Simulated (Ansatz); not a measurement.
A run of Ansatz 0.2.0 is set up as follows.

Contents of input.yaml:

```yaml
crystal:
  lattice:
    - [3.16, 0.0, 0.0]
    - [0.0, 3.16, 0.0]
    - [0.0, 0.0, 3.16]
  atoms:
    - { symbol: Sb, position: [0.0, 0.0, 0.0] }
kpoints:
  mp_grid: { grid: [8, 8, 8] }
scf:
  occupations: { method: fermi_dirac, width: 0.05 }
hamiltonian:
  xc: pbesol
  pseudopotentials: { kind: all_electron, datasets: crystal }
output: {}
phonons:
  method: dfpt
```

Potentials or basis: all-electron PAW datasets made for the crystal.

Command:

```sh
$ ansatz run input.yaml --threads 1 --pin off --max-ram 3072MiB --backend cpu --events-out ev --progress --plain --runs-dir out
```

Q: Estimate the band gap on the k mesh.

A: None (metal or under the smearing width).

Caveat: a metal's response needs a denser mesh; the program warned that the printed levels may be off, so bands, gaps and densities of states are rough. The run has no spin-orbit coupling, so splittings on Sb are missing.
